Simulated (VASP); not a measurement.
AlN:

```
Al N
1.0
     0.00000    2.18399    2.18399
     2.18399    0.00000    2.18399
     2.18399    2.18399    0.00000
Al N
1 1
Direct
  0.00000 0.00000 0.00000
  0.25000 0.25000 0.25000
```

Measurements of this composition are mostly on another form, of space group No. 186.

```yaml
Program: VASP 6.6.1
Task: single point
Functional: PBE
Potentials_or_basis: VASP PAW PBE potentials, release 64 (Al, N)
Cutoff: 520 eV
k_mesh: 10 × 10 × 10
Occupations: fermi-dirac, width 0.05 eV
Spin: no spin polarisation
```

On this cell: pressure 4.6 GPa; largest force zero by symmetry; band gap on the k mesh 3.32 eV, indirect (least direct gap 4.20 eV).

The same run follows on a disturbed copy (atoms moved at random, drawn with an rms of 0.05 Å):

```xyz
2
Lattice="0.0000 2.1840 2.1840 2.1840 0.0000 2.1840 2.1840 2.1840 0.0000" Properties=species:S:1:pos:R:3 pbc="T T T"
Al    0.0116    0.0254   -0.0123
N     1.0879    1.0695    1.1007
```

Q: What does the disturbed cell give?

A: The energy moves by +10.5 meV/atom; pressure 5.0 GPa; largest force 0.753 eV/Å; band gap on the k mesh 3.16 eV, indirect (least direct gap 4.03 eV).

Forces on the atoms (eV/Å):
```
Al  -0.171 -0.683  0.265
N    0.171  0.683 -0.265
```

Stress tensor (GPa, compression positive):
```
 5.10 -1.30  3.35
-1.30  4.70  0.84
 3.35  0.84  5.06
```

A k mesh can miss the band edges.
